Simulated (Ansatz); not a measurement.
# Cu3Au (Auricupride): the cost of one run

Computed with Ansatz 0.2.0 (DFT PBE, scalar-relativistic, plane waves, PAW, unless a step's input says otherwise).

1 further run of the same task is left out (set aside as unsound or not needed).

## (1) The starting structure

The structure is cubic, space group Pm-3m (No. 221). Conventional cell: a = 3.780 Å, b = 3.780 Å, c = 3.780 Å, α = 90.00°, β = 90.00°, γ = 90.00°. Cu (site symmetry 4/mmm) is surrounded by 8 Cu at 2.67 Å and 4 Au at 2.67 Å. Au (site symmetry m-3m) is surrounded by 12 Cu at 2.67 Å.

Coordinates:

```xyz
4
Lattice="3.7803 0.0000 0.0000 0.0000 3.7803 0.0000 0.0000 0.0000 3.7803" Properties=species:S:1:pos:R:3 pbc="T T T"
Cu    0.0000    1.8901    1.8901
Cu    1.8901    0.0000    1.8901
Cu    1.8901    1.8901    0.0000
Au    0.0000    0.0000    0.0000
```

It is the result of an earlier relaxation at this level (volume 13.51 Å³/atom; gap on the mesh: none (metal)).

Bulk energy on matching settings, from an earlier run: -8256.2568 eV/atom.

## (2) Cutting the (100) slab

Planes are indexed in the bulk's conventional cell (Pm-3m (No. 221)), a = 3.780 Å, b = 3.780 Å, c = 3.780 Å, α = 90.00°, β = 90.00°, γ = 90.00°.

The slab is a (100) slab, 5.7 Å thick as cut, with 15 Å of vacuum; its outer planes are CuAu (top) and Cu (bottom).

The slab as cut. Layers, bottom to top:

| plane | atoms per cell | height over the lowest (Å) |
| --- | --- | --- |
| 1 | Cu2 | 0.00 |
| 2 | CuAu | 1.89 |
| 3 | Cu2 | 3.78 |
| 4 | CuAu | 5.67 |

## (3) Single point on the unrelaxed (100) slab

The cell repeats along c, and a dipole correction in the vacuum removes the field between the copies.

Input file input.yaml:

```yaml
crystal:
  lattice:
    - [3.7802773656, 0.0, 0.0]
    - [0.0, 3.7802773656, 0.0]
    - [0.0, 0.0, 20.6704160485]
  atoms:
    - { symbol: Cu, position: [0.0, 0.5, 0.3628373992] }
    - { symbol: Cu, position: [0.5, 0.0, 0.3628373992] }
    - { symbol: Cu, position: [0.5, 0.5, 0.4542791331] }
    - { symbol: Au, position: [0.0, 0.0, 0.4542791331] }
    - { symbol: Cu, position: [0.0, 0.5, 0.5457208669] }
    - { symbol: Cu, position: [0.5, 0.0, 0.5457208669] }
    - { symbol: Cu, position: [0.5, 0.5, 0.6371626008] }
    - { symbol: Au, position: [0.0, 0.0, 0.6371626008] }
basis:
  ecutwfc: 420
kpoints:
  mp_grid: { grid: [9, 9, 1] }
hamiltonian:
  xc: pbe
scf:
  occupations: { method: gaussian, width: 0.1 }
output:
  forces: true
  stress: true
  eigenvalues: true
  write_density: true
  write_potential: true
  elf: true
  volumetric_format: npy
efield:
  axis: 3
  dipole_correction: true
```

On the command line:

```bash
> ansatz run input.yaml --threads 1 --pin off --max-ram 2560MiB --backend cpu --events-out ev --progress --plain --runs-dir out
```

Q: Estimate wall time and peak memory on 1 thread of Arm Neoverse V1, shared host.

About 73 s, with a peak of 0.64 GiB.
